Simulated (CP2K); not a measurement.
InP:

```
CELL_PARAMETERS angstrom
4.14435 0.00000 0.00000
2.07218 3.58911 0.00000
2.07218 1.19637 3.38385
ATOMIC_POSITIONS crystal
In 0.00000 0.00000 0.00000
P 0.75000 0.75000 0.75000
```

Base run:

```yaml
Program: CP2K 2026.2
Functional: rev-vdW-DF2
Potentials_or_basis: POTENTIAL_UZH In GTH-PBE-q13, P GTH-PBE-q5; TZVP-MOLOPT-PBE-GTH basis
Density_cutoff: 9184 eV
k_mesh: 8 × 8 × 8
Occupations: fermi-dirac, width 0.05 eV
Spin: no spin polarisation
```

Its results: band gap on the k mesh 0.58 eV, direct; pressure 3.3 GPa.

The run is repeated on the same cell with these changes: functional from rev-vdW-DF2 to RPBE. What comes out?

Band gap on the k mesh 0.78 eV, direct; pressure 5.2 GPa.

Caveats: the potentials were made for another functional, which shifts forces and pressure; spin-orbit coupling is left out, which moves the levels of the heavy elements; the basis of atomic orbitals isn't converged, which shifts pressures, moduli and gaps.
